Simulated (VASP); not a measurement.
# TiB2 (P6/mmm) in VASP: density of states with PBE

Aim: the density of states of TiB2 with PBE.

Everything below comes from runs of VASP 6.6.1. Logs are shortened: lines on timing, memory, paths and dates and some standing lists are left out, and cuts for length are marked.

### 1 The crystal as given

Symmetry: P6/mmm, No. 191, hexagonal system. Conventional cell: a = 3.043 Å, b = 3.043 Å, c = 3.200 Å, α = 90.00°, β = 90.00°, γ = 120.00°. Around Ti (site symmetry 6/mmm) lie 12 B at 2.38 Å. Around B (site symmetry -6m2) lie 3 B at 1.76 Å.

### 2 Density of states, PBE

Input file POSCAR:

```
TiB2                                    
1.0
    3.0431517758      0.0000000000      0.0000000000
   -1.5215758879      2.6354467422      0.0000000000
    0.0000000000      0.0000000000      3.1999071289
  Ti              B             
     1     2
Direct
     0.0000000000000000    0.0000000000000000    0.0000000000000000
     0.3333333300000021    0.6666666699999979    0.5000000000000000
     0.6666666699999979    0.3333333300000021    0.5000000000000000
```

Input file INCAR.step1:

```
ALGO = Normal
EDIFF = 1E-7
ENCUT = 520
GGA = PE
ISIF = 2
ISMEAR = 0
LASPH = T
LCHARG = T
LMAXMIX = 4
LREAL = F
LWAVE = F
NBANDS = 16
NELM = 80
PREC = Accurate
SIGMA = 0.1
```

Input file KPOINTS.step1:

```
k-points
0
Gamma
  6 6 4
```

Input file INCAR.step2:

```
ALGO = Normal
EDIFF = 1E-7
ENCUT = 520
GGA = PE
ICHARG = 11
ISIF = 2
ISMEAR = -5
LASPH = T
LCHARG = F
LMAXMIX = 4
LORBIT = 11
LREAL = F
LWAVE = F
NBANDS = 16
NEDOS = 2001
NELM = 80
PREC = Accurate
SIGMA = 0.1
```

Input file KPOINTS.step2:

```
k-points
0
Gamma
  9 9 6
```

Potentials or basis: VASP PAW PBE potentials, release 64 (Ti_sv, B).

Run with:

```
> cat potpaw_PBE.64/Ti_sv/POTCAR potpaw_PBE.64/B/POTCAR > POTCAR
> cp INCAR.step1 INCAR
> cp KPOINTS.step1 KPOINTS
> mpirun -np 1 vasp_std > vasp.out
> cp INCAR.step2 INCAR
> cp KPOINTS.step2 KPOINTS
> mpirun -np 1 vasp_std > vasp.out
```

OUTCAR:

```text
EDIFF = 1E-7
   ENCUT = 520
   GGA = PE
   ICHARG = 11
   ISIF = 2
   ISMEAR = -5
   LASPH = T
   LORBIT = 11
   LREAL = F
   NELM = 80
   PREC = Accurate

 ion  position               nearest neighbor table
   1  0.000  0.000  0.000-   2 2.38   3 2.38   2 2.38   3 2.38   2 2.38   2 2.38   3 2.38   3 2.38
                             3 2.38   3 2.38   2 2.38   2 2.38
   2  0.333  0.667  0.500-   3 1.76   3 1.76   3 1.76   1 2.38   1 2.38   1 2.38   1 2.38   1 2.38
                             1 2.38
   3  0.667  0.333  0.500-   2 1.76   2 1.76   2 1.76   1 2.38   1 2.38   1 2.38   1 2.38   1 2.38
                             1 2.38

  LATTYP: Found a hexagonal cell.
 ALAT       =     3.0431517758
 C/A-ratio  =     1.0515108561

  Lattice vectors:

 A1 = (   3.0431517758,   0.0000000000,   0.0000000000)
 A2 = (  -1.5215758879,   2.6354467422,   0.0000000000)
 A3 = (   0.0000000000,   0.0000000000,   3.1999071289)

Analysis of symmetry for initial positions (statically):
=====================================================================
 Subroutine PRICEL returns:
 Original cell was already a primitive cell.

 Routine SETGRP: Setting up the symmetry group for a
 hexagonal supercell.

 Subroutine GETGRP returns: Found 24 space group operations
 (whereof 24 operations were pure point group operations)
 out of a pool of 24 trial point group operations.

The static configuration has the point symmetry D_6h.

Analysis of symmetry for dynamics (positions and initial velocities):
=====================================================================
 Subroutine PRICEL returns:
 Original cell was already a primitive cell.

 Routine SETGRP: Setting up the symmetry group for a
 hexagonal supercell.

 Subroutine GETGRP returns: Found 24 space group operations
 (whereof 24 operations were pure point group operations)
 out of a pool of 24 trial point group operations.

The dynamic configuration has the point symmetry D_6h.

 Subroutine INISYM returns: Found 24 space group operations
 (whereof 24 operations are pure point group operations),
 and found     1 'primitive' translations

----------------------------------------------------------------------------------------

                                     Primitive cell

  volume of cell :      25.6635

  direct lattice vectors                    reciprocal lattice vectors
     3.043151776  0.000000000  0.000000000     0.328606679  0.189721155  0.000000000
    -1.521575888  2.635446742  0.000000000     0.000000000  0.379442310  0.000000000
     0.000000000  0.000000000  3.199907129     0.000000000  0.000000000  0.312509070

  length of vectors
     3.043151776  3.043151773  3.199907129     0.379442310  0.379442310  0.312509070

  position of ions in fractional coordinates (direct lattice)
     0.000000000  0.000000000  0.000000000
     0.333333330  0.666666670  0.500000000
     0.666666670  0.333333330  0.500000000

  ion indices of the primitive-cell ions
   primitive index   ion index
                 1           1
                 2           2
                 3           3

----------------------------------------------------------------------------------------

 KPOINTS: k-points

Automatic generation of k-mesh.
 Grid dimensions read from file:
 generate k-points for:    9    9    6

 Generating k-lattice:

  Cartesian coordinates                     Fractional coordinates (reciprocal lattice)
     0.036511853  0.021080128  0.000000000     0.111111111  0.000000000  0.000000000
     0.000000000  0.042160257  0.000000000     0.000000000  0.111111111  0.000000000
     0.000000000  0.000000000  0.052084845     0.000000000  0.000000000  0.166666667

  Length of vectors
     0.042160257  0.042160257  0.052084845

  Shift w.r.t. Gamma in fractional coordinates (k-lattice)
     0.000000000  0.000000000  0.000000000

 TETIRR: Found    492 inequivalent tetrahedra from     2916

 Subroutine IBZKPT returns following result:
 ===========================================

 Found     48 irreducible k-points:

 Following reciprocal coordinates:
            Coordinates               Weight
  0.000000  0.000000  0.000000      1.000000
  0.111111 -0.000000  0.000000      6.000000
  0.222222  0.000000  0.000000      6.000000
  0.333333 -0.000000  0.000000      6.000000
  0.444444  0.000000  0.000000      6.000000
  0.111111  0.111111  0.000000      6.000000
[... 16 lines left out ...]
  0.333333  0.222222  0.166667     24.000000
  0.333333  0.333333  0.166667      4.000000
 [... further k-points ...]
   k-points           NKPTS =     48   k-points in BZ     NKDIM =     48   number of bands    NBANDS=     16
   number of dos      NEDOS =   2001   number of ions     NIONS =      3
   total plane-waves  NPLWV =  13824
   dimension x,y,z NGX =    24 NGY =   24 NGZ =   24
   dimension x,y,z NGXF=    48 NGYF=   48 NGZF=   48
   ions per type =               1   2
   NGX,Y,Z   is equivalent  to a cutoff of  13.11, 13.11, 12.47 a.u.
   NGXF,Y,Z  is equivalent  to a cutoff of  26.22, 26.22, 24.94 a.u.
 SYSTEM =  unknown system
   PREC   = accura    normal or accurate (medium, high low for compatibility)
   ISTART =      0    job   : 0-new  1-cont  2-samecut
   ICHARG =     11    charge: 1-file 2-atom 10-const
   ISPIN  =      1    spin polarized calculation?
   LNONCOLLINEAR =      F non collinear calculations
   LSORBIT =      F    spin-orbit coupling
   LASPH  =      T    aspherical Exc in radial PAW
   ENCUT  =  520.0 eV  38.22 Ry    6.18 a.u.   5.66  5.66  5.95*2*pi/ulx,y,z
   NELM   =     80;   NELMIN=  2; NELMDL=  0     # of ELM steps
   EDIFF  = 0.1E-06   stopping-criterion for ELM
   LREAL  =      F    real-space projection
   EDIFFG = 0.1E-05   stopping-criterion for IOM
   NSW    =      0    number of steps for IOM
   IBRION =     -1    ionic relax: 0-MD 1-quasi-New 2-CG
   NFREE  =      0    steps in history (QN), initial steepest desc. (CG)
   ISIF   =      2    stress and relaxation
   ISYM   =      2    0-nonsym 1-usesym 2-fastsym
   POTIM  = 0.5000    time-step for ionic-motion
   TEBEG  =    0.0;   TEEND  =   0.0 temperature during run
   PSTRESS=    0.0 pullay stress
   NELECT =      18.0000    total number of electrons
   NUPDOWN=      -1.0000    fix difference up-down
   EMIN   =  10.00;   EMAX   =-10.00  energy-range for DOS
   EFERMI =   0.00;   METHOD = LEGACY
   ISMEAR =    -5;   SIGMA  =   0.10  broadening in eV -4-tet -1-fermi 0-gaus
   EFERMI_NEDOS =   21; number of points for ismear=-14 and -15
   IALGO  =     38    algorithm
   IMIX   =      4    mixing-type and parameters
     AMIX     =   0.40;   BMIX     =  1.00
     AMIX_MAG =   1.60;   BMIX_MAG =  1.00
  volume/ion in A,a.u.               =       8.55        57.73
  Fermi-wavevector in a.u.,A,eV,Ry     =   1.454545  2.748692 28.785874  2.115702
  Thomas-Fermi vector in A             =   2.571684
   LORBIT       =     11    0 simple, 1 ext, 2 COOP (PROOUT), +10 PAW based schemes
   GGA     = PE    functional components
   LHFCALC =     F    Hartree Fock is set to
   AEXX    =    0.0000 exact exchange contribution
   IVDW    =     0    specifies the selected vdW correction
   LEPSILON=     F    determine dielectric tensor
   LRPA    =     F    only Hartree local field effects (RPA)
 non-spin polarized calculation
 Fermi weights with tetrahedron method with Bloechl corrections
  energy-cutoff  :      520.00
  volume of cell :       25.66
 maximum number of plane-waves:       719
 NGX is ok and might be reduce to    24

 number of electron      17.9999997 magnetization

 Free energy of the ion-electron system (eV)
  ---------------------------------------------------
  ext. energy  EPLUGINS =         0.00000000
  ---------------------------------------------------
  free energy    TOTEN  =       -24.42671119 eV

  energy without entropy =      -24.42671119  energy(sigma->0) =      -24.42671119

 E-fermi :  10.0089     XC(G=0): -12.7707

 val. band max:       10.1028018974   @ k =   0.0000   0.0000   0.3333
 cond. band min:       9.7268631572   @ k =   0.0000   0.0000   0.5000
 fundamental gap:     -0.3759387402
 Fermi energy:        10.0088622460

 k-point     1 :       0.0000    0.0000    0.0000
  band No.  band energies     occupation
      1     -46.9526      2.00000
      2     -23.3061      2.00000
      3     -22.9947      2.00000
      4     -22.9946      2.00000
      5      -3.4879      2.00000
      6       7.3124      2.00000
[... 8 lines left out ...]
     15      15.6612      0.00000
     16      16.6955      0.00000

 k-point     2 :       0.1111   -0.0000    0.0000
  band No.  band energies     occupation
      1     -46.9466      2.00000
      2     -23.2983      2.00000
      3     -23.0415      2.00000
      4     -23.0052      2.00000
      5      -3.2523      2.00000
      6       6.6562      2.00000
[... 8 lines left out ...]
     15      16.9712      0.00000
     16      17.4656      0.00000

 k-point     3 :       0.2222    0.0000    0.0000
  band No.  band energies     occupation
      1     -46.9313      2.00000
      2     -23.2789      2.00000
      3     -23.1587      2.00000
      4     -23.0321      2.00000
      5      -2.5689      2.00000
      6       5.1251      2.00000
[... 8 lines left out ...]
     15      17.5942      0.00000
     16      19.2782      0.00000

 k-point     4 :       0.3333   -0.0000    0.0000
  band No.  band energies     occupation
      1     -46.9138      2.00000
      2     -23.2894      2.00000
      3     -23.2566      2.00000
      4     -23.0625      2.00000
      5      -1.4960      2.00000
      6       3.3193      2.00000
[... 8 lines left out ...]
     15      17.3846      0.00000
     16      18.9604      0.00000
[... 324 lines left out ...]
 k-point    22 :       0.2222    0.2222    0.1667
  band No.  band energies     occupation
      1     -46.9023      2.00000
      2     -23.2971      2.00000
      3     -23.2858      2.00000
      4     -23.1217      2.00000
      5      -0.6879      2.00000
      6       3.3660      2.00000
[... 8 lines left out ...]
     15      19.7091      0.00000
     16      19.8973      0.00000

 k-point    23 :       0.3333    0.2222    0.1667
  band No.  band energies     occupation
      1     -46.8936      2.00000
      2     -23.3165      2.00000
      3     -23.2827      2.00000
      4     -23.1724      2.00000
      5       0.5469      2.00000
      6       2.0649      2.00000
[... 8 lines left out ...]
     15      19.8811      0.00000
     16      20.3723      0.00000

 k-point    24 :       0.3333    0.3333    0.1667
  band No.  band energies     occupation
      1     -46.8905      2.00000
      2     -23.2786      2.00000
      3     -23.2585      2.00000
      4     -23.2585      2.00000
      5       1.6018      2.00000
      6       1.6018      2.00000
[... 8 lines left out ...]
     15      20.5156      0.00000
     16      20.6527      0.00000

 [... further k-points ...]
[... 5 lines left out ...]
  --------------------------------------------------------------------------------------
  -------------------------------------------------------------------------------------
  Total       -0.0396310     -0.0396310      0.3439409      0.0000000      0.0000000      0.0000000
  in kB       -2.4741742     -2.4741742     21.4723305      0.0000000      0.0000000      0.0000000
  external PRESSURE =       5.5079940 kB  Pullay stress =       0.0000000 kB

 VOLUME and BASIS-vectors are now :
 -----------------------------------------------------------------------------
  energy-cutoff  :      520.00
  volume of cell :       25.66
      direct lattice vectors                 reciprocal lattice vectors
     3.043151776  0.000000000  0.000000000     0.328606679  0.189721155  0.000000000
    -1.521575888  2.635446742  0.000000000     0.000000000  0.379442310  0.000000000
     0.000000000  0.000000000  3.199907129     0.000000000  0.000000000  0.312509070

 POSITION                                       TOTAL-FORCE (eV/Angst)
 -----------------------------------------------------------------------------------
      0.00000      0.00000      0.00000         0.000000      0.000000     -0.000000
     -0.00000      1.75696      1.59995        -0.000000      0.000000     -0.000000
      1.52158      0.87848      1.59995         0.000000     -0.000000      0.000000
 -----------------------------------------------------------------------------------
    total drift:                                0.000000     -0.000000     -0.000000

  FREE ENERGIE OF THE ION-ELECTRON SYSTEM (eV)
  ---------------------------------------------------
  free  energy   TOTEN  =       -24.4267111931 eV

  energy  without entropy=      -24.4267111931  energy(sigma->0) =      -24.42671119

 total charge

# of ion       s       p       d       tot
------------------------------------------
    1        2.176   6.211   2.040  10.427
    2        0.685   1.317   0.000   2.002
    3        0.685   1.317   0.000   2.002
--------------------------------------------------
tot          3.546   8.845   2.040  14.431
```

Wall time 14 s (1 thread of Intel Xeon Platinum 8259CL at 2.50GHz (Skylake/Cascade Lake), shared host); peak memory 0.14 GiB.

What came out:

| Property | Result |
| --- | --- |
| Valence electrons inside the program's atomic spheres | Ti 10.43; B 2.00 |

Levels at points of the mesh, in eV from the Fermi level:
| k point | band 7 | band 8 | band 9 | band 10 | band 11 | band 12 |
| --- | --- | --- | --- | --- | --- | --- |
| (0.00, 0.00, 0.00) | -2.70 | -2.19 | -2.10 | 1.88 | 1.88 | 3.72 |
| (0.00, 0.00, 0.50) | -0.60 | -0.60 | -0.28 | -0.28 | 0.42 | 0.42 |

States per cell in windows of 1 eV (zero at the Fermi level; states under -8 eV left out):
| from (eV) | total | Ti1_d | B2_p | B3_p | B2_s | B3_s | Ti1_p |
| --- | --- | --- | --- | --- | --- | --- | --- |
| -8.0 | 0.63 | 0.05 | 0.08 | 0.08 | 0.08 | 0.08 | 0.02 |
| -7.0 | 0.61 | 0.06 | 0.09 | 0.09 | 0.05 | 0.05 | 0.02 |
| -6.0 | 0.91 | 0.10 | 0.18 | 0.18 | 0.03 | 0.03 | 0.03 |
| -5.0 | 1.21 | 0.18 | 0.25 | 0.25 | 0.02 | 0.02 | 0.04 |
| -4.0 | 1.77 | 0.37 | 0.33 | 0.33 | 0.01 | 0.01 | 0.09 |
| -3.0 | 1.26 | 0.43 | 0.18 | 0.18 | 0.00 | 0.00 | 0.04 |
| -2.0 | 0.97 | 0.52 | 0.07 | 0.07 | 0.00 | 0.00 | 0.01 |
| -1.0 | 0.36 | 0.22 | 0.02 | 0.02 | 0.00 | 0.00 | 0.00 |
| 0.0 | 0.64 | 0.46 | 0.03 | 0.03 | 0.00 | 0.00 | 0.00 |
| 1.0 | 1.62 | 1.19 | 0.07 | 0.07 | 0.01 | 0.01 | 0.01 |
| 2.0 | 2.80 | 2.20 | 0.12 | 0.12 | 0.02 | 0.02 | 0.01 |
| 3.0 | 1.62 | 1.15 | 0.10 | 0.10 | 0.03 | 0.03 | 0.02 |
| 4.0 | 1.11 | 0.69 | 0.08 | 0.08 | 0.03 | 0.03 | 0.02 |
| 5.0 | 0.80 | 0.37 | 0.08 | 0.08 | 0.02 | 0.02 | 0.02 |
| 6.0 | 1.23 | 0.38 | 0.20 | 0.20 | 0.03 | 0.03 | 0.03 |
| 7.0 | 1.08 | 0.21 | 0.13 | 0.13 | 0.07 | 0.07 | 0.04 |

Caveat: the k mesh is coarse (spacing up to 0.49 Å⁻¹), so the values aren't converged; tetrahedron occupations give inexact forces and stress in metals.
